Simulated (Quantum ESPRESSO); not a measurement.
**P under changes of volume**

One of the cells (16.144 Å³/atom); the others are scaled copies at fixed shape and fractional positions:

```
CELL_PARAMETERS angstrom
1.72573 0.99635 3.12968
-1.72573 0.99635 3.12968
0.00000 -1.99270 3.12968
ATOMIC_POSITIONS crystal
P 0.77292 0.77292 0.77292
P 0.22708 0.22708 0.22708
```

This isn't the form of P at room conditions, which is orthorhombic.

| Property | Result |
| --- | --- |
| Program | Quantum ESPRESSO 7.5 |
| Functional | PBE |
| Potentials or basis | SSSP 1.3 efficiency PBE |
| Cutoff | 748 eV |
| Density cutoff | 5987 eV |
| k mesh | 9 × 9 × 9 |
| Occupations | fermi-dirac, width 0.05 eV |
| Spin | no spin polarisation |

| volume (Å³/atom) | energy over the lowest point (meV/atom) | pressure (GPa) | largest force (eV/Å) |
| --- | --- | --- | --- |
| 15.175 | 31.77 | 8.3 | 0.660 |
| 15.498 | 17.46 | 5.9 | 0.503 |
| 15.821 | 7.78 | 3.8 | 0.372 |
| 16.144 | 2.17 | 1.9 | 0.247 |
| 16.467 | 0.00 | 0.2 | 0.107 |
| 16.789 | 1.25 | -1.5 | 0.030 |
| 17.112 | ? | ? | ? |

Task: What does the run at 17.112 Å³/atom give?

Result: Energy over the lowest point 5.70 meV/atom; pressure -3.0 GPa; largest force 0.155 eV/Å.

Worked out: A Birch-Murnaghan fit of order 3 (a polynomial in V^(-2/3)) to the other rows has its minimum at 16.50 Å³/atom with B0 = V·E''(V) = 81 GPa and B' = 4.9 at fixed shape and positions, which overstates the stiffness. It gives 5.27 meV/atom at 17.112 Å³/atom, against the run's 5.70, and -dE/dV = -2.7 GPa, against -3.0.

Energies are extrapolated to zero smearing.
